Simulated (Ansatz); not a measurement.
**NaI: a vibration from a frozen displacement**

These are results of Ansatz, DFT PBEsol, scalar-relativistic, plane waves, PAW, not measurements. Cutoff 420 eV, Γ-centred 6×6×6 k-points, Gaussian smearing of 0.05 eV. Spin–orbit coupling is left out, which matters for the heavy elements here. No spin polarisation. Energies are free energies at this smearing, counted from the undisturbed cell; pressure is positive in compression.

Reference structure (as given, not relaxed at this level; it stands at -0.5 GPa):

```yaml
crystal:
  lattice:
    - [0.00000, 3.23640, 3.23640]
    - [3.23640, 0.00000, 3.23640]
    - [3.23640, 3.23640, 0.00000]
  atoms:
    - { symbol: Na, position: [0.00000, 0.00000, 0.00000] }
    - { symbol: I, position: [0.50000, 0.50000, 0.50000] }
```

Every I atom is moved by x along the Cartesian unit vector (0.000, 1.000, 0.000); the cell and all other atoms stay fixed. The cell's volume is 67.80 Å³; the moved atoms weigh 126.904 u together and the others 22.990 u. Some rows repeat others by symmetry and weren't run.

| x (Å) | ΔE (meV/cell) | total force on the moved atoms along the move (eV/Å) | pressure (GPa) |
| --- | --- | --- | --- |
| -0.5000 | 160.35 | 0.8807 | 1.0152 |
| -0.4375 | 112.20 | 0.6683 | 0.6096 |
| -0.3750 | 75.90 | 0.4999 | 0.2823 |
| -0.3125 | 48.97 | 0.3673 | 0.0226 |
| -0.2500 | 29.42 | 0.2625 | -0.1783 |
| -0.1875 | 15.72 | 0.1789 | -0.3276 |
| -0.1250 | 6.73 | 0.1110 | -0.4304 |
| -0.0625 | 1.64 | 0.0530 | -0.4906 |
| 0.0000 | 0.00 | 0.0000 | -0.5104 |
| 0.0625 | 1.64 | -0.0530 | -0.4906 |
| 0.1250 | 6.73 | -0.1110 | -0.4304 |
| 0.1875 | 15.72 | -0.1789 | -0.3276 |
| 0.2500 | 29.42 | -0.2625 | -0.1783 |
| 0.3125 | 48.97 | -0.3673 | 0.0226 |
| 0.3750 | 75.90 | -0.4999 | 0.2823 |
| 0.4375 | 112.20 | -0.6683 | 0.6096 |
| 0.5000 | 160.35 | -0.8807 | 1.0152 |

Question: What frequency belongs to this motion?

Answer: The force constant is k = −dF/dx = 0.848 eV/Å², from the parabola through x = -0.0625, 0 and 0.0625. In every cell the moved atoms swing against the rest, so the mass is μ = m₁m₂/(m₁ + m₂) = 19.464 u, and ν̃ = 521.5 cm⁻¹ × √(|k|/μ) = 109 cm⁻¹. To first order in x, and within 1 %, the force on every atom lies along the move and, within each of the two groups, in proportion to the atom's mass, so this is itself a mode at the zone centre of this cell, taken without macroscopic field (the transverse frequency in a polar insulator).

Question: How far does the harmonic law reach?

Answer: At x = -0.500 Å, kx²/2 = 106.00 meV against the computed 160.35 meV (+51.3 %): the well stiffens in this direction at large amplitude.

Question: The pressure changes with x². What does that say about the frequency under compression?

Answer: With E = k(V)x²/2, k ∝ V^(−2γ) and x scaling with the cell as V^(1/3), P − P0 = −∂E/∂V = (2γ − 2/3) ΔE/V. At x = 0.1250 Å, V(P − P0) = 67.80 × 0.08000 / 160.2 eV = 33.85 meV and ΔE = 6.73 meV, so γ = 1/3 + V(P − P0)/(2ΔE) = 2.85. This is the Grüneisen parameter of the motion under uniform scaling of the cell: shrinking the cell evenly by 1 % in volume raises the frequency by about 2.85 %.